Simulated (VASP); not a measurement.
Set up this calculation in VASP 6.6.1, as the native input.

```yaml
Task: single point
Functional: PBE
Potentials_or_basis: VASP PAW PBE potentials, release 64 (Ti_sv, Al)
Cutoff: 520 eV
k_mesh: 16 × 16 × 16
Occupations: gaussian, width 0.1 eV
Spin: no spin polarisation
Dipole_correction: no
Further_INCAR_settings: ALGO = Fast; EDIFF = 1e-07; NBANDS = 18
```

The structure of TiAl3 lies in POSCAR:

```
TiAl3
1.0
   -1.9236054096      1.9236054096      4.1802443048
    1.9236054096     -1.9236054096      4.1802443048
    1.9236054096      1.9236054096     -4.1802443048
Ti Al
1 3
Direct
    0.0000000000      0.0000000000      0.0000000000
    0.5000000000      0.5000000000      0.0000000000
    0.7500000000      0.2500000000      0.5000000000
    0.2500000000      0.7500000000      0.5000000000
```

The cell comes from a database or a generator and needn't be the stable form of this composition.

The cell isn't the ideal one: strained and moved within the space group.

These files were run (other wordings do the same):

INCAR

```
ALGO = Fast ; EDIFF = 1E-7
ENCUT = 520 ; GGA = PE
ISIF = 2 ; ISMEAR = 0
LASPH = True ; LCHARG = False
LREAL = False ; LWAVE = False
NBANDS = 18 ; NELM = 100
PREC = Accurate ; SIGMA = 0.1
```

KPOINTS

```
k-points
0
Gamma
  16 16 16
```

Potentials or basis: VASP PAW PBE potentials, release 64 (Ti_sv, Al).

Command:

```sh
$ cat potpaw_PBE.64/Ti_sv/POTCAR potpaw_PBE.64/Al/POTCAR > POTCAR
$ mpirun -np 1 vasp_std > vasp.out
```

Results of the run:

The pressure is 3.3 GPa and the band gap on the k mesh is none (metal or under the smearing width).

Wall time 13 min on 1 thread of Intel(R) Xeon(R) 6975P-C (Granite Rapids), on a shared host, peak memory 0.54 GiB.
